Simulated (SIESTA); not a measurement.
**Hf under changes of volume**

One of the cells (23.523 Å³/atom); the others are scaled copies at fixed shape and fractional positions:

```
Hf
1.0
    -1.80500    1.80500    1.80500
     1.80500   -1.80500    1.80500
     1.80500    1.80500   -1.80500
Hf
1
Direct
  0.00000 0.00000 0.00000
```

This isn't the form of Hf at room conditions, which is hcp.

| Property | Result |
| --- | --- |
| Program | SIESTA 5.4.2 |
| Functional | LDA |
| Potentials or basis | PseudoDojo 0.4 standard (LDA files) |
| Basis | DZP (energy shift 0.003 Ry; two zetas on semicore shells) |
| Grid cutoff | 800 Ry |
| Energy shift | 0.003 Ry |
| k mesh | 10 × 10 × 10 |
| Occupations | fermi-dirac, width 0.05 eV |
| Spin | no spin polarisation |

| volume (Å³/atom) | energy over the lowest point (meV/atom) | pressure (GPa) |
| --- | --- | --- |
| 22.112 | 0.00 | -8.9 |
| 22.582 | ? | ? |
| 23.052 | 63.56 | -12.4 |
| 23.523 | 102.46 | -13.8 |
| 23.993 | 145.37 | -15.1 |
| 24.464 | 191.71 | -16.2 |
| 24.934 | 241.09 | -17.2 |

Task: What does the run at 22.582 Å³/atom give?

Result: Energy over the lowest point 29.22 meV/atom; pressure -10.7 GPa.

Worked out: A Birch-Murnaghan fit of order 3 (a polynomial in V^(-2/3)) to the other rows has no minimum within the range. It gives 29.20 meV/atom at 22.582 Å³/atom, against the run's 29.22, and -dE/dV = -10.9 GPa, against -10.7.

Energies are extrapolated to zero smearing.

Caveats: short orbitals over semicore shells can move pressures by several GPa; the basis of atomic orbitals isn't converged, which shifts pressures, moduli and gaps.
